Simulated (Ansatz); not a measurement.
**Pressure against volume: TaC**

```
Ta C
1.0
     0.00000    2.22700    2.22700
     2.22700    0.00000    2.22700
     2.22700    2.22700    0.00000
Ta C
1 1
Direct
  0.00000 0.00000 0.00000
  0.50000 0.50000 0.50000
```

The geometry is COD entry 9008731, unchecked; take it as a test cell.

Spin polarisation is left out, and whether a magnetic state lies lower isn't shown here.

Spin–orbit coupling is left out, though it moves levels of the heavy atoms by tenths of an eV or more.

Methods: DFT, LDA, all-electron LAPW, scalar-relativistic (Ansatz 0.2.0); DFT, LDA, PAW with Ansatz's default frozen-core files, scalar-relativistic (Ansatz 0.2.0).

For LAPW: a Γ-centred 16×16×16 k mesh, Fermi–Dirac smearing of 0.05 eV, basis error target 1 meV/atom, no spin polarisation. PAW takes a cutoff of 420 eV at this cell (files made with PBE, cores remade for this functional). The Ansatz runs share mesh, smearing and spin set-up. Plane-wave (PAW) pressures include the program's estimate of the Pulay term.

The cell above is scaled evenly, with fractional coordinates and shape held.

```csv
V/V(cell),V (Å³/atom),"P, LAPW (GPa)","P, PAW (GPa)","free energy over the lowest listed, PAW (meV/atom)"
0.9400,10.382,12.94,13.37,14.2
0.9600,10.603,4.69,5.02,1.6
0.9800,10.824,-2.73,-2.49,0.0
0.9900,10.934,-6.15,-5.96,2.9
1.0000,11.045,-9.40,-9.24,8.2
1.0100,11.155,-12.48,-12.36,15.6
1.0200,11.266,-15.40,-15.31,25.2
1.0400,11.487,-20.80,-20.76,50.1
1.0600,11.708,-25.64,-25.66,82.2
```

Task: What do Birch–Murnaghan fits to the pressures give?

Result: LAPW: V0 = 10.74 Å³/atom, B0 = 356 GPa, B0′ = 4.2; PAW: V0 = 10.75 Å³/atom, B0 = 359 GPa, B0′ = 4.2.

PAW's V0 lies 0.07 % from the all-electron value and its B0 0.9 %. Symmetry fixes shape and coordinates here, so this is the relaxed modulus.
